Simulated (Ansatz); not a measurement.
**CdS (F-43m) at 3 levels of theory**

One geometry, relaxed with PBE; plane waves with PAW potentials in Ansatz, scalar-relativistic. No spin polarisation. Gaps are the least over mesh and band path; pressure is positive in compression.

```
Cd S
1.0
     0.00000    2.96313    2.96313
     2.96313    0.00000    2.96313
     2.96313    2.96313    0.00000
Cd S
1 1
Direct
  0.00000 0.00000 0.00000
  0.25000 0.25000 0.25000
```

| level | cutoff (eV) | k mesh | gap (eV) | pressure (GPa) |
| --- | --- | --- | --- | --- |
| PBE | 420 | 8×8×8 | 1.04 | 0.0 |
| r2SCAN | 500 | 8×8×8 | 1.49 | -1.4 |
| PBEsol | 420 | 8×8×8 | 0.91 | -2.8 |

It was relaxed from a cell as deposited in COD.
